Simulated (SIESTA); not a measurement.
**TiO2 under changes of volume**

One of the cells (10.644 Å³/atom); the others are scaled copies at fixed shape and fractional positions:

```
Ti O
1.0
     4.63030    0.00000    0.00000
     0.00000    4.63030    0.00000
     0.00000    0.00000    2.97881
Ti O
2 4
Direct
  0.00000 0.00000 0.50000
  0.50000 0.50000 0.00000
  0.30432 0.30432 0.50000
  0.19568 0.80432 0.00000
  0.80432 0.19568 0.00000
  0.69568 0.69568 0.50000
```

The cell is a database's computed one.

```yaml
Program: SIESTA 5.4.2
Functional: PBE
Potentials_or_basis: PseudoDojo 0.4 standard (PBE files)
Basis: DZP (energy shift 0.003 Ry; two zetas on semicore shells)
Grid_cutoff: 800 Ry
Energy_shift: 0.003 Ry
k_mesh: 6 × 6 × 9
Occupations: fermi-dirac, width 0.05 eV
Spin: no spin polarisation
```

| volume (Å³/atom) | energy over the lowest point (meV/atom) | pressure (GPa) | gap on the mesh (eV) | largest force (eV/Å) |
| --- | --- | --- | --- | --- |
| 9.809 | ? | ? | ? | ? |
| 10.018 | 40.53 | 18.7 | 1.84 | 0.276 |
| 10.227 | 20.03 | 12.8 | 1.79 | 0.165 |
| 10.644 | 0.49 | 2.6 | 1.70 | 0.035 |
| 10.853 | 0.00 | -1.8 | 1.66 | 0.127 |
| 11.062 | 4.92 | -5.7 | 1.62 | 0.208 |

Task: What does the run at 9.809 Å³/atom give?

Result: Energy over the lowest point 69.16 meV/atom; pressure 25.3 GPa; gap on the mesh 1.89 eV; largest force 0.396 eV/Å.

Worked out: A Birch-Murnaghan fit of order 3 (a polynomial in V^(-2/3)) to the other rows has its minimum at 10.77 Å³/atom with B0 = V·E''(V) = 223 GPa and B' = 4.4 at fixed shape and positions, which overstates the stiffness. It gives 69.25 meV/atom at 9.809 Å³/atom, against the run's 69.16, and -dE/dV = 25.4 GPa, against 25.3. A straight line through the other rows of the gap, of slope -2.22 eV per unit of ln V (its deformation potential), extrapolates to 1.88 eV, against the run's 1.89.

Energies are extrapolated to zero smearing.

Caveats: an odd mesh through Γ misses points on the zone boundary, where band edges often lie; the basis of atomic orbitals isn't converged, which shifts pressures, moduli and gaps.
